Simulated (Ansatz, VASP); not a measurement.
# One calculation of LiH, two programs

```
Li H
1.0
     0.00000    2.04228    2.04228
     2.04228    0.00000    2.04228
     2.04228    2.04228    0.00000
Li H
1 1
Direct
  0.00000 0.00000 0.00000
  0.50000 0.50000 0.50000
```

Alike in both runs: task single point; functional PBE; k mesh 10 × 10 × 10; no spin polarisation.

|  | VASP | Ansatz |
| --- | --- | --- |
| version | VASP 6.6.1 | Ansatz 0.2.0 |
| potentials or method | VASP PAW PBE potentials, release 64 (Li_sv, H) | plane waves, PAW |
| plane-wave cutoff (eV) | 520 | 420 |
| occupations | gaussian, width 0.01 eV | fixed |
| valence electrons in the cell | 4 | 4 |

```csv
,VASP,Ansatz,Ansatz less VASP
gap on the k mesh at the Fermi level (eV),3.02,3.02,+0.007
```

 A k mesh can miss the band edges. PBE gaps usually lie below the measured ones, often by a third to a half.
